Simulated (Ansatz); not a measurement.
**TaN under changes of volume**

One of the cells (15.460 Å³/atom); the others are scaled copies at fixed shape and fractional positions:

```
Ta N
1.0
     0.00000    2.49114    2.49114
     2.49114    0.00000    2.49114
     2.49114    2.49114    0.00000
Ta N
1 1
Direct
  0.00000 0.00000 0.00000
  0.25000 0.25000 0.25000
```

The cell comes from a database or a generator and needn't be the stable form of this composition.

```yaml
Program: Ansatz 0.2.0
Functional: PBE
Potentials_or_basis: JTH PAW
Cutoff: "1320 eV (not typed: the program's choice for these potentials)"
k_mesh: 9 × 9 × 9
Occupations: fermi-dirac, width 0.05 eV
Spin: no spin polarisation
```

```csv
volume (Å³/atom),energy over the lowest point (meV/atom),pressure (GPa)
14.532,0.00,-16.0
14.841,?,?
15.150,75.48,-22.7
15.460,122.12,-25.4
15.769,173.75,-27.9
16.078,229.76,-30.0
16.387,289.59,-31.8
```

Problem. What does the run at 14.841 Å³/atom give?

Solution. Energy over the lowest point 34.52 meV/atom; pressure -19.6 GPa.

Worked out: A Birch-Murnaghan fit of order 3 (a polynomial in V^(-2/3)) to the other rows has no minimum within the range. It gives 34.53 meV/atom at 14.841 Å³/atom, against the run's 34.52, and -dE/dV = -19.6 GPa, against -19.6.

Energies are extrapolated to zero smearing.
